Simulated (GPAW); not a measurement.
# A GW chain in GPAW: BaTe (honeycomb monolayer), part 2 of 2

Wanted: ground state, empty states, screening and self-energy for BaTe (honeycomb monolayer).

GPAW 26.7.0; PBE and many-body steps on it, plane waves. Known limits of the many-body steps: not at the basis limit; no spin-orbit coupling.

So far. Step 4 (Bands along the symmetry lines): The gap is 2.469 eV, as in the run before at this level. Step 5 (Empty states on the mesh, 6×6×1 mesh, 350 bands): On this mesh the gap is 2.469 eV.

## 6. Screening and self-energy, 6×6×1 mesh, 158 bands, screening to 36 eV

G0W0 replaces the xc potential by the self-energy, built once from these orbitals. Only a window of levels is corrected, while the sums run over the empty bands that the input names.

This step: G0W0 on PBE, plane waves, PAW.

File run.py:

```python
import json
import numpy as np
from gpaw.mpi import world
from gpaw.response.g0w0 import G0W0

gw = G0W0('full.gpw',
    filename='gw',
    kpts=[0],
    bands=(6, 10),
    ecut=36,
    nbands=158,
    truncation='2D',
    integrate_gamma='sphere',
    q0_correction=True,
    frequencies={'type': 'nonlinear', 'domega0': 0.15, 'omega2': 15.0},
    eta=0.1,
    nblocksmax=True)
gw.calculate()
res = {mode: {k: v for k, v in r.items() if k != 'sigma_eskwn'}
       for mode, r in gw.all_results.items()}

if world.rank == 0:
    with open('result.json', 'w') as f:
        json.dump(res, f, default=lambda x: x.tolist())
```

Launch:

```sh
$ mpirun -n 4 gpaw python run.py
```

Numbers of over 12 decimals in the logs are rounded to 6 here.

The log of the run:

```text
Using integrator: PointIntegrator
NonLinearFrequencyDescriptor(from 0.000 to 63.793 eV, 155 points)
Nonperiodic BCs:  [False False  True]
Using integrator: PointIntegrator
NonLinearFrequencyDescriptor(from 0.000 to 63.793 eV, 155 points)
Nonperiodic BCs:  [False False  True]
Applying analytical 2D correction to W:
    Evaluating Gamma point contribution to W on a 13x13x1 grid
  ___  _ _ _
 |   || | | |
 | | || | | |
 |__ ||_____|
 |___|

BZ k-points: Symmetries present (total): 6

  [... matrices ...]
36 k-points: 6 x 6 x 1 Monkhorst-Pack grid + [1/12,1/12,0.000000]
7 k-points in the irreducible part of the Brillouin zone
       k-points in crystal coordinates                weights
   0:     0.00000000    0.00000000    0.00000000          1/36
   1:     0.16666667    0.00000000    0.00000000          6/36
   2:     0.33333333   -0.16666667    0.00000000          6/36
   3:     0.33333333    0.00000000    0.00000000          6/36
   4:     0.33333333    0.33333333    0.00000000          2/36
   5:     0.50000000    0.33333333    0.00000000         12/36
   6:     0.50000000    0.50000000    0.00000000          3/36

Distributing spins, k-points and bands (1 x 1 x 4) over 1 process
Number of blocks: 4

Quasi particle states:
k-points (IBZ indices): [0]
Band range: (6, 10)
  [... matrices ...]
Computational parameters:
Plane wave cut-off: 36 eV
Number of bands: 158
Coulomb cutoff: 2D
Broadening: 0.1 eV

fxc modes: GW
Kernel: RPA
Using full-frequency real axis integration
Summing all q:

Calculating screened Coulomb potential
2D Coulomb truncation
NonLinearFrequencyDescriptor(from 0.000 to 63.793 eV, 155 points)
Removing empty qpoint cache files...

Calculating chi0 body with:
    Ground state adapter containing:
    Number of spins: 1
    Number of kpoints: 36
    Number of irreducible kpoints: 7
    Number of completely occupied states: 8
    Number of partially occupied states: 8
    Occupied states memory: 5.359375 M / cpu

    Linear response parametrization:
    q_c: [1.3877787807814457e-17, 1.3877787807814457e-17, 0.0]
    Number of frequency points: 155
    Planewave cutoff: 36.0
    Number of bands: 158
    Number of planewaves: 161
    Broadening (eta): 0.1
    comm.size: 4
    kncomm.size: 1
    blockcomm.size: 4

    Memory estimate of potentially large arrays:
        chi0_wGG: 15.326519 M / cpu
Integrating chi0 body.

Symmetries of q_c:
    Direct symmetries (Uq -> q): 6
    Indirect symmetries (TUq -> q): 6
In total 12 allowed symmetries.

  [... matrices ...]
7 groups of equivalent kpoints. 80.555556% reduction.

Integral kind: spectral function
Integrating chi0 head and wings.

Symmetries of q_c:
    Direct symmetries (Uq -> q): 6
    Indirect symmetries (TUq -> q): 6
In total 12 allowed symmetries.

  [... matrices ...]
7 groups of equivalent kpoints. 80.555556% reduction.

Integral kind: spectral function wings

Calculating chi0 body with:
    Ground state adapter containing:
    Number of spins: 1
    Number of kpoints: 36
    Number of irreducible kpoints: 7
    Number of completely occupied states: 8
    Number of partially occupied states: 8
[... the further q-points ...]

Results:
f:      Occupation numbers
eps:     KS-eigenvalues [eV]
vxc:     KS vxc [eV]
exx:     Exact exchange [eV]
sigma:   Self-energies [eV]
dsigma:  Self-energy derivatives
Z:       Renormalization factors
qp:      QP-energies [eV]

k-point 0 (0): (0.000, 0.000, 0.000)                GW
band       f     eps     vxc     exx   sigma  dsigma       Z      qp
                                                                   GW
   6   1.000  -2.644 -12.171 -14.691   1.195  -0.319   0.758  -3.649
   7   1.000  -2.056 -10.945 -13.513   1.062  -0.281   0.780  -3.231
   8   0.000   0.414  -4.833  -2.128  -1.827  -0.192   0.839   1.150
   9   0.000   1.843  -8.330  -4.568  -2.340  -0.222   0.818   3.007
```

The job ended after 68 s (4 MPI ranks of Arm Neoverse V1, shared host; peak memory 1.6 GiB).

Numbers from this step:

- G0W0 gap on the points computed: 4.382 eV
- least direct G0W0 gap on the computed points: 4.382 eV
- Z at the valence top: 0.7805
- Z at the conduction bottom: 0.8388
- starting gap on the mesh: 2.469 eV
- k of the valence top: 0, 0, 0
- k of the conduction bottom: 0, 0, 0

The gap on the mesh goes from 2.47 eV to 4.38 eV, a correction of +1.91 eV.

Limits: finite bands, cutoff and mesh; no spin-orbit coupling. v1 is the top filled band, c1 the lowest empty one. Levels before and after the correction, in eV, zero at the valence-band top of each column:

```
           conduction bottom  valence top
Kohn-Sham               2.47         0.00
     G0W0               4.38         0.00
```

```
           level  energy (eV)
Kohn-Sham   Γ v2       -0.588
Kohn-Sham   Γ v1        0.000
Kohn-Sham   Γ c1        2.469
Kohn-Sham   Γ c2        3.899
     G0W0   Γ v2       -0.417
     G0W0   Γ v1        0.000
     G0W0   Γ c1        4.382
     G0W0   Γ c2        6.238
```

## 7. Where the time went

Times are wall times on 4 MPI ranks of Arm Neoverse V1, shared host, good to a factor of about two.

```
                          step     time  share  memory (GiB)
                    relaxation     51 s   11 %           1.3
                  ground state    9.1 s    2 %          0.85
bands along the symmetry lines     15 s    3 %          0.93
      empty states on the mesh  5.1 min   68 %           1.7
     screening and self-energy     68 s   15 %           1.6
```

## 8. What came out

- PBE gap: 2.47 eV, direct
- G0W0 gap on the mesh: 4.38 eV
- GW settings: 6×6×1 mesh, 158 bands, screening to 36 eV, full frequency, Hilbert transform
- known limits: not at the basis limit; no spin-orbit coupling

G0W0 moves the gap on the mesh from 2.47 eV to 4.38 eV (+1.91 eV), with Z of 0.78 and 0.84 at the edges. Only 1 of the mesh's irreducible points was corrected, so a valley elsewhere could overtake. The dearest step here is «empty states on the mesh». Bands and cutoff are finite, so the gap is not at the basis limit. The miss can reach some tenths of an eV and take either sign; the mesh is an error of its own. These stock PAW sets were not made for GW; the filled d or f shell of Te lies in the frozen core, which bears on start and correction. In the G0W0 run levels were corrected at 1 k point alone, so a gap called «on the mesh» is the least over those, and an edge elsewhere would be missed. Mesh or cutoff lie under what a gap needs, so these runs test behaviour and cost; their gaps are not to be quoted. The many-body steps are scalar-relativistic: spin-orbit coupling is not in them.

[Paths, hosts, dates, memory and timing lines, banners, echoed tables and standing remarks are left out of the program output.]

[Logs are printed without paths, hosts, clocks, repeated set-up lines and the standing remarks that a program may print on its own settings, such as how far it seeks lower states.]

[Runs of the session that timed out or met a known fault of the program may be left out.]

[Hosts, paths, dates, database ids (printed as entryN), source tags and the programs' standing remarks are cut or masked in the printed files.]
